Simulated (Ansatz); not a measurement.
```
K Br
1.0
     0.00000    3.26000    3.26000
     3.26000    0.00000    3.26000
     3.26000    3.26000    0.00000
K Br
1 1
Direct
  0.00000 0.00000 0.00000
  0.50000 0.50000 0.50000
```

* orbitals: PBE
* datasets: hard PAW set made for 700 eV
* k mesh: 4×4×4
* empty bands: 182
* response cutoff: 200 eV
* wave cutoff: 700 eV
* frequencies: contour deformation
* q → 0 term: the completed-sum build's own treatment
* band sums: completed
* spin-orbit coupling: off

Program: Ansatz. The Kohn-Sham gap (direct at Γ) is 4.54 eV.

Task: Estimate the linearised G0W0 gap between these edges.

Result: 7.30 eV, a change of +2.76 eV. The valence edge moves by -2.36 eV (Z = 0.80) and the conduction edge by +0.40 eV (Z = 0.86).

This ran on a trial build of the method. The cell is a model at fixed atoms and needn't be the relaxed known crystal. The mesh is coarse, so these are values at the stated settings, not converged ones. The response is still cut, so the gap isn't quite at its basis limit. The build that completes the sums treats q → 0 its own way, which shifts gaps on a coarse mesh by up to tenths of an eV.
